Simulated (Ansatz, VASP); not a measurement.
# CoSi2 in VASP and in Ansatz

The input INCAR:

```
PREC = Accurate
ENCUT = 520
EDIFF = 1E-7
ISMEAR = 0
SIGMA = 0.15
LREAL = False
LASPH = True
NELM = 80
ALGO = Normal
ISIF = 2
LWAVE = False
LCHARG = False
GGA = PS
NBANDS = 16
```

KPOINTS

```
regular mesh
0
Gamma
  14 14 14
```

POSCAR

```
CoSi2
1.0
    0.0000000000      2.6563531747      2.6563531747
    2.6563531747      0.0000000000      2.6563531747
    2.6563531747      2.6563531747      0.0000000000
Co Si
1 2
Direct
    0.0000000000      0.0000000000      0.0000000000
    0.2500000000      0.2500000000      0.2500000000
    0.7500000000      0.7500000000      0.7500000000
```

Input for Ansatz:

```yaml
crystal:
  lattice:
    - [0.0, 2.6563531747, 2.6563531747]
    - [2.6563531747, 0.0, 2.6563531747]
    - [2.6563531747, 2.6563531747, 0.0]
  atoms:
    - { symbol: Co, position: [0.0, 0.0, 0.0] }
    - { symbol: Si, position: [0.25, 0.25, 0.25] }
    - { symbol: Si, position: [0.75, 0.75, 0.75] }
basis:
  ecutwfc: 520.0
kpoints:
  mp_grid: { grid: [14, 14, 14] }
hamiltonian:
  xc: pbesol
  pseudopotentials: { kind: paw, azcp: { folder: soft_1 } }
scf:
  occupations: { method: gaussian, width: 0.15 }
output:
  forces: true
  stress: true
  eigenvalues: true
```

Alike in both runs: task single point; functional PBEsol; k mesh 14 × 14 × 14; occupations gaussian, width 0.15 eV; no spin polarisation.

```csv
,VASP,Ansatz
version,VASP 6.6.1,Ansatz 0.2.0
potentials or method,"VASP PAW PBE potentials, release 64 (Co, Si)","scalar-relativistic, plane waves, PAW"
plane-wave cutoff (eV),520,520
valence electrons in the cell,17,25
```

VASP gave:

* gap on the k mesh at the Fermi level (eV): none
* pressure (GPa): 0.1

**Question.** Which values does Ansatz return?

**Answer.** gap on the k mesh at the Fermi level (eV): none; pressure (GPa): 0.0.

A gap of «none» marks a metal or a gap that the smearing closes. With one functional, cell and mesh, what is left measures potentials, basis and numerics. The two sets of potentials don't hold the same shells in valence. Ansatz warned: «pseudo_functional_mismatch».

Caveats: the PAW data sets were made with another functional, which shifts forces and pressure a little (VASP). Spin polarisation is off, so any magnetic state and its effect on volume and gap are missing.
